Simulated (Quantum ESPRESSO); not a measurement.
## CuI (Marshite): zone-centre phonons and dielectric response under several settings

```xyz
2
Lattice="0.0000 3.0315 3.0315 3.0315 0.0000 3.0315 3.0315 3.0315 0.0000" Properties=species:S:1:pos:R:3 pbc="T T T"
I     0.0000    0.0000    0.0000
Cu    4.5473    4.5473    4.5473
```

All runs used Quantum ESPRESSO 7.5; k mesh 6 × 6 × 6, shifted; relaxed cell; no spin polarisation; occupations smeared at first, fixed for the response.

| level | potentials | cutoff (eV) | volume (Å³/atom) | pressure (GPa) | lowest optical mode without the field (cm⁻¹) | highest mode with the field (cm⁻¹) | ε∞ (mean) | ε0 (mean) | Born charge of atom 1 (e) | sum of the Born charges (e) |
| --- | --- | --- | --- | --- | --- | --- | --- | --- | --- | --- |
| PBE | SSSP 1.3 efficiency PBE | 748 | ? | 0.0 | ? | ? | ? | ? | ? | ? |
| LDA | JTH 2.0 LDA | 735 | 25.45 | 0.1 | 159 | 169 | 6.78 | 7.7 | -1.01 | -0.02 |

Q: What stands in the row left open?

A: Volume 28.16 Å³/atom; lowest optical mode without the field 127 cm⁻¹; highest mode with the field 142 cm⁻¹; ε∞ 6.43; ε0 8.1; Born charge of atom 1 -1.13 e; sum of the Born charges 0.00 e.

The runs don't all hold the same shells in valence.
